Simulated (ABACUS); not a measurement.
# FeO (Wuestite) (Fm-3m) in ABACUS: single point with r2SCAN

Aim: the single point of FeO (Wuestite) with r2SCAN.

All numbers are computed with ABACUS 3.10.1; they aren't measurements. Logs are shortened: lines on timing, memory, paths and dates and some standing lists are left out, and cuts for length are marked.

**Measured values to compare with.**

“W\"ustite: Electric, thermodynamic and optical properties of FeO”, 2012, arxiv:1203.1201 quotes, for a bulk crystal of FeO: band gap 2.4 eV (optical).

How close the calculation comes is told below.

### Step 1. The crystal as given

Symmetry: Fm-3m, No. 225, cubic system. Conventional cell: a = 4.311 Å, b = 4.311 Å, c = 4.311 Å, α = 90.00°, β = 90.00°, γ = 90.00°. Fe (site symmetry m-3m) is surrounded by 6 O at 2.16 Å. O (site symmetry m-3m) has 6 Fe at 2.16 Å as nearest neighbours.

### Step 2. Single point, r2SCAN, collinear spin, ferromagnetic start

File INPUT:

```
INPUT_PARAMETERS
suffix              FeO
calculation         scf
basis_type          lcao
pseudo_dir          ./
orbital_dir         ./
symmetry            1
dft_functional      MGGA_X_R2SCAN+MGGA_C_R2SCAN
ecutwfc             100
pseudo_rcut         10
nspin               2
nbands              23
ks_solver           genelpa
smearing_method     fd
smearing_sigma      0.00367493
scf_thr             1e-07
scf_nmax            100
mixing_type         broyden
mixing_beta         0.4
cal_force           1
cal_stress          1
mixing_tau          1
out_mul             1
out_chg             1
```

File STRU:

```
ATOMIC_SPECIES
Fe 55.8450 Fe_ONCV_PBE-1.2.upf
O 15.9990 O_ONCV_PBE-1.2.upf

NUMERICAL_ORBITAL
Fe_confined-atom_7au_3s2p2d1f.orb
O_confined-atom_6au_2s2p1d.orb

LATTICE_CONSTANT
5.7602554485

LATTICE_VECTORS
0.0000000000 0.7071067812 0.7071067812
0.7071067812 0.0000000000 0.7071067812
0.7071067812 0.7071067812 0.0000000000

ATOMIC_POSITIONS
Cartesian

Fe
0.0
1
0.0000000000 0.0000000000 0.0000000000 1 1 1 mag 3

O
0.0
1
0.7071067812 0.7071067812 0.7071067812 1 1 1 mag 0
```

File KPT:

```
K_POINTS
0
Gamma
8 8 8 0 0 0
```

Potentials or basis: SG15 ONCV 1.2 PBE, DZP LCAO (the cutoffs set its grid).

Run with:

```
> OMP_NUM_THREADS=1 mpirun -np 4 abacus > log
```

running log:

```text
ABACUS v3.10.1

               Atomic-orbital Based Ab-initio Computation at UStc

 ------------------------------------------------------------------------------------

 READING GENERAL INFORMATION
                           global_out_dir = OUT.FeO/
                           global_in_card = INPUT
                               pseudo_dir = ./
                              orbital_dir = ./
                                    DSIZE = 4
                                    GSIZE = 1

 READING UNITCELL INFORMATION
                                    ntype = 2
                  lattice constant (Bohr) = 5.76026
              lattice constant (Angstrom) = 3.04819

 READING ATOM TYPE 1
                               atom label = Fe
                      L=0, number of zeta = 3
                      L=1, number of zeta = 2
                      L=2, number of zeta = 2
                      L=3, number of zeta = 1
             number of atom for this type = 1
               magnetization of element 1 = 3

 READING ATOM TYPE 2
                               atom label = O
                      L=0, number of zeta = 2
                      L=1, number of zeta = 2
                      L=2, number of zeta = 1
             number of atom for this type = 1
               magnetization of element 2 = 0

                        TOTAL ATOM NUMBER = 2
CARTESIAN COORDINATES ( UNIT =       5.760255448500 Bohr ).
    atom                   x                   y                   z     mag                  vx                  vy                  vz
tauc_Fe1            0.0000000000        0.0000000000        0.0000000000  3.0000        0.0000000000        0.0000000000        0.0000000000
tauc_O1            0.7071067812        0.7071067812        0.7071067812  0.0000        0.0000000000        0.0000000000        0.0000000000

                          Volume (Bohr^3) = 135.148
                             Volume (A^3) = 20.0269

 Lattice vectors: (Cartesian coordinate: in unit of a_0)
                   +0           +0.707107           +0.707107
            +0.707107                  +0           +0.707107
            +0.707107           +0.707107                  +0
 Reciprocal vectors: (Cartesian coordinate: in unit of 2 pi/a_0)
            -0.707107           +0.707107           +0.707107
            +0.707107           -0.707107           +0.707107
            +0.707107           +0.707107           -0.707107
 The esolver type has been set to : ksdft_lcao

                PAO radial cut off (Bohr) = 10

 Read in pseudopotential file is Fe_ONCV_PBE-1.2.upf
                     pseudopotential type = NC
          exchange-correlation functional = PBE
                 nonlocal core correction = 0
                        valence electrons = 16
                                     lmax = 2
                           number of zeta = 0
                     number of projectors = 6
                           L of projector = 0
                           L of projector = 0
                           L of projector = 1
                           L of projector = 1
                           L of projector = 2
                           L of projector = 2
 XC functional updated to : MGGA_X_R2SCAN+MGGA_C_R2SCAN
          exchange-correlation functional = MGGA_X_R2SCAN+MGGA_C_R2SCAN
                PAO radial cut off (Bohr) = 10

 Read in pseudopotential file is O_ONCV_PBE-1.2.upf
                     pseudopotential type = NC
          exchange-correlation functional = PBE
                 nonlocal core correction = 0
                        valence electrons = 6
                                     lmax = 1
                           number of zeta = 0
                     number of projectors = 4
                           L of projector = 0
                           L of projector = 0
                           L of projector = 1
                           L of projector = 1
 XC functional updated to : MGGA_X_R2SCAN+MGGA_C_R2SCAN
          exchange-correlation functional = MGGA_X_R2SCAN+MGGA_C_R2SCAN
     initial pseudo atomic orbital number = 0
 The readin total magnetization is 3

 SETUP THE ELECTRONS NUMBER
            electron number of element Fe = 16
      total electron number of element Fe = 16
             electron number of element O = 6
       total electron number of element O = 6
            AUTOSET number of electrons:  = 22
                           occupied bands = 11
                                   NLOCAL = 39
                                   NBANDS = 23
                                   NBANDS = 23
                                   NLOCAL = 39

%%%%%%%%%%%%%%%%%%%%%%%%%%%%%%%%%%%%%%%%%%%%%%%%%%%%%%%%%%%%%%%%%%%%%%%%%%%%%%%%%%%%%%%%%%%%%%%%%%%%%%%%%%
 Warning: the number of valence electrons in pseudopotential > 8 for Fe: [Ar] 3d6 4s2
 Pseudopotentials with additional electrons can yield (more) accurate outcomes, but may be less efficient.
 If you're confident that your chosen pseudopotential is appropriate, you can safely ignore this warning.
%%%%%%%%%%%%%%%%%%%%%%%%%%%%%%%%%%%%%%%%%%%%%%%%%%%%%%%%%%%%%%%%%%%%%%%%%%%%%%%%%%%%%%%%%%%%%%%%%%%%%%%%%%

 SETUP THE PLANE WAVE BASIS
 energy cutoff for charge/potential (unit:Ry) = 400
            fft grid for charge/potential = [ 40, 40, 40 ]
[... 33 lines left out ...]
            +0.707107                  +0           +0.707107
            +0.707107           +0.707107                  +0
                       right hand lattice = 1
                                   NORM_A = 1
                                   NORM_B = 1
                                   NORM_C = 1
                           ALPHA (DEGREE) = 60
                           BETA  (DEGREE) = 60
                           GAMMA (DEGREE) = 60

 The lattice vectors have been changed (STRU_SIMPLE.cif)

(for optimal symmetric configuration:)
                             BRAVAIS TYPE = 3
                     BRAVAIS LATTICE NAME = 03. Cubic F (face-centered)
                                    ibrav = 3
                                    IBRAV = 3
                                  BRAVAIS = FACE CENTERED CUBIC
                       LATTICE CONSTANT A = 1.41421
Original cell was already a primitive cell.
                        ROTATION MATRICES = 48
              PURE POINT GROUP OPERATIONS = 48
                   SPACE GROUP OPERATIONS = 48
                              POINT GROUP = O_h
               POINT GROUP IN SPACE GROUP = O_h

 SETUP K-POINTS
                                    nspin = 2
                   Input type of k points = Monkhorst-Pack(Gamma)
                                   nkstot = 512
                       right hand lattice = 1
(for reciprocal lattice: )
                             BRAVAIS TYPE = 2
                     BRAVAIS LATTICE NAME = 02. Cubic I (body-centered)
                                    ibrav = 2
                       right hand lattice = 1
(for k-lattice: )
                             BRAVAIS TYPE = 2
                     BRAVAIS LATTICE NAME = 02. Cubic I (body-centered)
                                    ibrav = 2
                       right hand lattice = 1
                        ROTATION MATRICES = 48
                               nkstot_ibz = 29
K-POINTS REDUCTION ACCORDING TO SYMMETRY
     IBZ    DIRECT_X    DIRECT_Y    DIRECT_Z  WEIGHT  ibz2bz
       1  0.00000000  0.00000000  0.00000000  0.0020       0
       2  0.12500000  0.12500000  0.12500000  0.0156       1
       3  0.25000000  0.25000000  0.25000000  0.0156       2
       4  0.37500000  0.37500000  0.37500000  0.0156       3
       5  0.50000000  0.50000000  0.50000000  0.0078       4
       6  0.12500000  0.12500000  0.00000000  0.0117       9
[... 21 lines left out ...]
      28 -0.12500000  0.50000000  0.37500000  0.0234     101
      29  0.50000000  0.25000000 -0.25000000  0.0117     166

                               nkstot now = 29
[... K-POINTS DIRECT COORDINATES: 29 rows ...]

           k-point number in this process = 29
       minimum distributed K point number = 29
[... stars of the k points ...]
                             nks(nspin=2) = 58
                          nkstot(nspin=2) = 58

[... K-POINTS CARTESIAN COORDINATES: 58 rows ...]

[... K-POINTS DIRECT COORDINATES: 58 rows ...]

 SETUP PLANE WAVES FOR WAVE FUNCTIONS
     energy cutoff for wavefunc (unit:Ry) = 100
              fft grid for wave functions = [ 40, 40, 40 ]
                    number of plane waves = 3119
                         number of sticks = 283

 PARALLEL PW FOR WAVE FUNCTIONS
     PROC   COLUMNS(POT)             PW
        1             70            779
        2             71            780
        3             71            780
        4             71            780
 --------------- sum -------------------
        4            283           3119

 SET NONLOCAL PSEUDOPOTENTIAL PROJECTORS
 SET NONLOCAL PSEUDOPOTENTIAL PROJECTORS
 max number of nonlocal projetors among all species is 6

 -------------------------------------------
 SELF-CONSISTENT
 -------------------------------------------

 SETUP SEARCHING RADIUS FOR PROGRAM TO SEARCH ADJACENT ATOMS
                  longest orb rcut (Bohr) = 7
   longest nonlocal projector rcut (Bohr) = 2.16
                     search radius (Bohr) = 18.3
              searching radius is (Bohr)) = 18.3
         searching radius unit is (Bohr)) = 5.76
                         PeriodicBoundary = 1
                        Radius(unit:lat0) = 3.18
                                   glayer = [ 5, 5, 5 ]
                             glayer_minus = [ 4, 4, 4 ]

Find the coordinate range of the input atom(unit:lat0).
                                  min_tau = [ -5.66, -5.66, -5.66 ]
                                  max_tau = [ 6.36, 6.36, 6.36 ]
                                BoxNumber = [ 9, 9, 9 ]

 SETUP EXTENDED REAL SPACE GRID FOR GRID INTEGRATION
                          real space grid = [ 40, 40, 40 ]
                 big cell numbers in grid = [ 8, 8, 8 ]
             meshcell numbers in big cell = [ 5, 5, 5 ]
                        extended fft grid = [ 12, 12, 12 ]
                dimension of extened grid = [ 33, 33, 33 ]
                            UnitCellTotal = 125
              Atom number in sub-FFT-grid = 2
    Local orbitals number in sub-FFT-grid = 39
                                ParaV.nnr = 35548
                                 init_chg = atomic

 LCAO ALGORITHM --------------- ION=   1  ELEC=   1--------------------------------
          total magnetism (Bohr mag/cell) = 4.01579
       absolute magnetism (Bohr mag/cell) = 4.01581
                        nelec for spin up = 13.0079
                      nelec for spin down = 8.9921
[... 226 lines left out ...]
 Density error is 6.5335216196e-08
----------------------------------------------------------
     Energy           Rydberg                 eV
----------------------------------------------------------
 E_KohnSham     -268.6893062101      -3655.7055561241
 E_KS(sigma->0) -268.6888799054      -3655.6997559515
 E_Harris       -268.6893059434      -3655.7055524951
 E_band         -21.3580304144       -290.5909116935
 E_one_elec     -115.5681218158      -1572.3849638532
 E_Hartree      69.3159341654        943.0916668419
 E_xc           -32.4087099343       -440.9431199359
 E_Ewald        -190.0275560160      -2585.4575388316
 E_entropy(-TS) -0.0008526093        -0.0116003452
 E_descf        0.0000000000         0.0000000000
 E_exx          0.0000000000         0.0000000000
 E_Fermi        1.1445121041         15.5718860451
----------------------------------------------------------

 charge density convergence is achieved
 final etot is -3655.7055561 eV
 EFERMI = 15.571886045 eV

 STATE ENERGY(eV) AND OCCUPATIONS    NSPIN == 2
SPIN UP :
 1/29 kpoint (Cartesian) = 0.0000 0.0000 0.0000 (567 pws)
       1       -78.4184     0.00195312
       2       -44.0934     0.00195312
       3       -44.0934     0.00195312
       4       -44.0934     0.00195312
       5       -7.07939     0.00195312
       6        10.0461     0.00195312
[... 140 lines left out ...]
      22        40.7427        0.00000
      23        44.2698        0.00000

[... levels at 52 further k points ...]

-------------------------------------------------
 Total Magnetism (uB)
-------------------------------------------------
                        Fe1         3.8126868923
                         O1         0.1911556932
-------------------------------------------------

 correction force for each atom along direction 1 is -4.88845e-14
 correction force for each atom along direction 2 is -1.28095e-14
 correction force for each atom along direction 3 is -1.05739e-14
------------------------------------------------------------------------------------------
 TOTAL-FORCE (eV/Angstrom)
------------------------------------------------------------------------------------------
                       Fe1         0.0000000000         0.0000000000         0.0000000000
                        O1         0.0000000000         0.0000000000         0.0000000000
------------------------------------------------------------------------------------------

----------------------------------------------------------------
 TOTAL-STRESS (KBAR)
----------------------------------------------------------------
       -42.6396600434         0.0000000000        -0.0000000000
        -0.0000000000       -42.6396600434        -0.0000000000
         0.0000000000         0.0000000000       -42.6396600434
----------------------------------------------------------------
 TOTAL-PRESSURE: -42.639660 KBAR

 --------------------------------------------
 !FINAL_ETOT_IS -3655.7055561240504176 eV
 --------------------------------------------
```

Wall time 50 s (4 MPI ranks of Intel Xeon 6975P-C (Granite Rapids), shared host); peak memory 0.48 GiB.

Results:

| Property | Result |
| --- | --- |
| Free energy | -3655.7056 eV |
| Pressure | -4.3 GPa |
| Band gap on the k mesh | none (metal or under the smearing width) |
| Net moment | 4.00 μB per cell |
| Absolute moment | 4.05 μB per cell |
| Site moments | Fe +3.81; O +0.19 μB |
| Mulliken charges | Fe +0.68; O -0.68 e |

Caveat: the atomic orbitals were generated for these runs and aren't a published set; Mulliken charges move with the basis; the potentials were made for another functional, which shifts forces and pressure; the basis of atomic orbitals isn't converged, which shifts pressures, moduli and gaps; a cell with one magnetic atom can't hold antiferromagnetic order, which such compounds often take; semilocal functionals often make such compounds metallic where correlation or magnetic order opens a gap, which also shifts bond lengths.

### Step 3. How close it comes

Step 2. Measured gap of FeO: 2.4 eV (optical; quoted in “W\"ustite: Electric, thermodynamic and optical properties of FeO”, 2012, arxiv:1203.1201). This calculation gives 0.00 eV (-2.40 eV). So large a miss can be the level of theory's own, or it may mean another phase, state or a wrong row. The value is that of r2SCAN in an atomic basis (SG15 ONCV 1.2 PBE, DZP LCAO (the cutoffs set its grid)), whose error adds to the functional's, on a finite k mesh, which can miss the band edges, without temperature or zero-point motion. The run's magnetic order (collinear spin, ferromagnetic start) needn't be the measured crystal's.
